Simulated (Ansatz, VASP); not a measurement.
Two plane-wave programs on InAs

```
CELL_PARAMETERS angstrom
0.00000 2.91678 2.91678
2.91678 0.00000 2.91678
2.91678 2.91678 0.00000
ATOMIC_POSITIONS crystal
In 0.00000 0.00000 0.00000
As 0.25000 0.25000 0.25000
```

Change from the starting cell: volume scaled by 0.88, PAW files.

Alike in both runs: task single point; functional PBEsol; k mesh 11 × 11 × 11; occupations fermi-dirac, width 0.08 eV; no spin polarisation.

|  | VASP | Ansatz |
| --- | --- | --- |
| version | VASP 6.6.1 | Ansatz 0.2.0 |
| potentials or method | VASP PAW PBE potentials, release 64 (In_d, As) | PAW with Ansatz's default frozen-core files, scalar-relativistic |
| plane-wave cutoff (eV) | 520 | 420 |
| valence electrons in the cell | 18 | 28 |

Ansatz gave:

| Item | Value |
| --- | --- |
| pressure (GPa) | 9.6 |

Which values does VASP return?

Pressure (GPa): 9.7.

The two sets of potentials don't hold the same shells in valence.

Caveats: the PAW data sets were made with another functional, which shifts forces and pressure a little (VASP).
